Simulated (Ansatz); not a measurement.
A sound run on Eu (Fm-3m), U = 3 eV on Eu f (DFT, PBE+U, PAW with Ansatz's default frozen-core files, scalar-relativistic in Ansatz 0.2.0):

```yaml
crystal:
  lattice:
    - [0.0, 2.7893026914, 2.7893026914]
    - [2.7893026914, 0.0, 2.7893026914]
    - [2.7893026914, 2.7893026914, 0.0]
  atoms:
    - { symbol: Eu, position: [0.0, 0.0, 0.0], spin: 7.0 }
magnetization:
  spin_polarized: true
kpoints:
  mp_grid: { grid: [9, 9, 9] }
scf:
  occupations: { method: fermi_dirac, width: 0.08 }
hamiltonian:
  xc: pbe
  pseudopotentials: { kind: paw }
  hubbard: { sites: [{ species: Eu, l: f, u_eff: 3 }] }
output:
  forces: true
  stress: true
  eigenvalues: true
  hubbard: { sites: [{ species: Eu, l: f }] }
  populations: true
```

It converged in 14 iterations. Site moments (μB): Eu 7.22. Cell moment 7.51 μB. Pressure 0.67 GPa.

The input is then changed, output keys apart:

```diff
-  occupations: { method: fermi_dirac, width: 0.08 }
+  occupations: { method: cold, width: 0.3 }
+  mixing: { preconditioner: ldos }
```

Task: What does the program do with it?

Result: Self-consistency was reached. Free energy -8766.3450 eV against -8766.3579 eV (not comparable, since the functional, the files or the filling changed), cell moment 7.51 μB, pressure 0.63 GPa. These settings were drawn wide on purpose, so the numbers show their effect and aren't offered as converged values.
```
Eu: projections on atomic orbitals take those of the free atom [Kr 4d10] 4f7 5s2 5p6 5d0 6s2, of charge +0.00 (hamiltonian.pseudopotentials.projection_atoms); the dataset's partial waves leave at most 1.0e-3 of an orbital's norm unspanned inside its sphere
Engine: ansatz 0.2.0
Pseudopotentials: kind: paw
Pseudopotential: Eu, paw, valence charge 17, recommended cutoff 420 eV (normal), Eu.paw.azcp
Functional definition: PBE
  parameter kappa = 0.804
  parameter beta = 0.06672455060314922
  exchange = pbe_x(kappa = kappa, mu = beta*pi^2/3)
  correlation = pbe_c(beta = beta)
Crystal: 1 atoms, lattice volume = 43.403 Å³
Basis set: ecut = 420 eV, 869 PW (Γ), exchange–correlation on 54×54×54 points (8 copies of the dense FFT grid, shifted against one another)
Bands: 18, of which v1, the nominal top of the filled ones, is band 9 counted from 1 (8 counted from 0)
Symmetry: 48 space group operations
Space group: Fm-3m (ITA 225), of the structure as read, at distance tolerance 3.5e-5 Å
Magnetic group: BNS 225.116 (UNI 1618), of the structure as read, at distance tolerance 3.5e-5 Å
k-points: 35 of 729
Non-local potential: Eu, projectors of the file, l = 0: 3, l = 1: 2, l = 2: 2, l = 3: 3
PAW form: soft (Blöchl's): semilocal exchange-correlation on the pseudo side does not see the compensation charge
PAW one-centre angular grid: Eu, 590 points (default); XC on 64 Gauss nodes
Initial density: superposition of atomic densities (chi_scale 0.1, normalization cell)
Initial wavefunctions: pseudopotential atomic-orbital guess
Functional: x = pbe(κ = 0.804, μ = 0.2195149727645171), c = pbe(β = 0.06672455060314922)
[...]
  E_ewald      = -1710.095172
  E_smearing   = -0.012220  (= −TS)
  E_closure    = 0.000000  (closes the sum)
  Σ components = -8766.345022   (vs F -8766.345022, Δ=0.00e0)
--- Forces (eV/Å), atoms counted from 1 ---
  atom   1  Eu     0.00000000    -0.00000000    -0.00000000
  max |Σ_I F_I| component: 1.18e-30 eV/Å
--- Stress (GPa, compression-positive) ---
        0.633237      -0.000000       0.000000
        0.000000       0.633237      -0.000000
        0.000000       0.000000       0.633237
  P = ⅓ Tr σ = 0.6332 GPa (6.332 kbar)
--- Band table (eV; the first three rows and the last of 70) ---
  k-point 0 ↑: bands = ["-32.4620", "-11.1019", "-11.1019", "-11.1019", "4.4475", "7.2838", "7.3829", "7.3829", "7.3829", "7.5201", "7.5201", "7.5201", "10.6538", "10.6538", "10.6538", "12.5245", "12.5245", "16.9664"]
  k-point 1 ↑: bands = ["-32.4586", "-11.1527", "-11.1085", "-11.1085", "4.7078", "7.2923", "7.3749", "7.3937", "7.3937", "7.4973", "7.4973", "7.5207", "10.3836", "10.7852", "10.7852", "12.4001", "12.4001", "17.5041"]
  k-point 2 ↑: bands = ["-32.4501", "-11.2785", "-11.1251", "-11.1251", "5.4151", "7.3125", "7.3622", "7.4156", "7.4156", "7.4556", "7.4556", "7.5223", "9.8394", "10.9188", "10.9188", "12.4189", "12.4189", "17.0317"]
  k-point 34 ↓: bands = ["-29.2303", "-9.0195", "-8.9526", "-8.8240", "9.1127", "10.0304", "10.1952", "12.2256", "14.6566", "14.7634", "15.1960", "15.1967", "15.2330", "15.2425", "15.3018", "15.6172", "16.2048", "17.2669"]
Occupation matrices written to <dir>
--- Löwdin populations: 1 site ---
  site symbol       q [e]    m [muB]
     0     Eu     16.9770     7.5063
  spilling = 0.001354 (of n_electrons = 17.000000)
```
